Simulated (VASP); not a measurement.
## VASP 6.6.1 run: TePb

INCAR

```
LWAVE = .FALSE.
EDIFF = 1E-7
NSW = 0
ISIF = 2
ENCUT = 520
ISMEAR = -1
MAGMOM = 1
LASPH = .TRUE.
LREAL = .FALSE.
ISPIN = 2
GGA = PE
NELM = 98
PREC = Accurate
IBRION = -1
NBANDS = 17
LCHARG = .FALSE.
SIGMA = 0.02
```

KPOINTS

```
KPOINTS created by Atomic Simulation Environment
0
Gamma
8 8 8
0 0 0
```

POSCAR

```
Te Pb
 1.0000000000000000
     0.0000000000000000    3.4459536783000000    3.4459536783000000
     3.4459536783000000    0.0000000000000000    3.4459536783000000
     3.4459536783000000    3.4459536783000000    0.0000000000000000
 Te  Pb
   1   1
Cartesian
  3.4459536783000000  3.4459536783000000  3.4459536783000000
  0.0000000000000000  0.0000000000000000  0.0000000000000000
```

The recommended PBE PAW datasets give the neutral cell 20 valence electrons.

Command

```
mpirun -np 1 vasp_std
```

Q: How does this run end, and what does it give?

A: VASP stopped before the first electronic step.

Standard output (part)

```
POSCAR found type information on POSCAR TePb
 POSCAR found :  2 types and       2 ions
|     EEEEEEE  RRRRRR   RRRRRR   OOOOOOO  RRRRRR      ###     ###     ###     |
|     E        R     R  R     R  O     O  R     R     ###     ###     ###     |
|     E        R     R  R     R  O     O  R     R     ###     ###     ###     |
|     EEEEE    RRRRRR   RRRRRR   O     O  RRRRRR       #       #       #      |
|     E        R    R   R    R   O     O  R    R      ###     ###     ###     |
|     EEEEEEE  R     R  R     R  OOOOOOO  R     R     ###     ###     ###     |
|     ERROR: You have set 1 value(s) for MAGMOM; however for                  |
|     spin-polarized calculations (ISPIN=2), MAGMOM has to be a list of       |
|     NIONS values. NIONS=2 in your calculation.                              |
|       ---->  I REFUSE TO CONTINUE WITH THIS SICK JOB ... BYE!!! <----       |
```

The fault: too few starting moments.
